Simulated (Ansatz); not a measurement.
**Static calculation, Hg**

System: Hg (fcc type), 1 atom in the cell.

Ansatz input (lattice in Å, positions in fractions of it; a bare `kind: paw` takes the build's default datasets)
```yaml
crystal:
  lattice:
    - [0, 2.5198, 2.5198]
    - [2.5198, 0, 2.5198]
    - [2.5198, 2.5198, 0]
  atoms:
    - { symbol: Hg, position: [0, 0, 0] }
kpoints:
  mp_grid: { grid: [4, 4, 4] }
hamiltonian:
  xc: pbe
  pseudopotentials:
    kind: paw
    azcp:
      Hg: "pseudopotentials/pbe/paw/ansatz_paw_generated_soft_1/Hg.paw.azcp"
scf:
  occupations: { method: fermi_dirac, width: 0.15 }
  convergence: { dr2_threshold: "1e-9 eV" }
  max_iter: 300
output:
  forces: true
  stress: true
  eigenvalues: true
basis:
  ecutwfc: 600
```

Computed with PBE, plane waves, PAW datasets (generated soft set 1) (Ansatz 0.2.0 development build).

What the run gave

```json
{
  "Pressure": "-10.1 kbar",
  "Smearing term TS": "35.8 meV/atom",
  "Valence electrons": "20",
  "Irreducible k-points": "8",
  "CPU time": "about 1 core-second on a shared host"
}
```

Stress tensor in GPa, compression positive:
```
-1.01  0.00  0.00
 0.00 -1.01  0.00
 0.00  0.00 -1.01
```

The stress includes the program's correction for the finite plane-wave basis.

The k-mesh is coarse, so these values belong to this mesh and can lie far from the converged ones. This cubic structure is a model: it isn't the usual form of the substance at ambient conditions, and such phases are metastable or hypothetical.
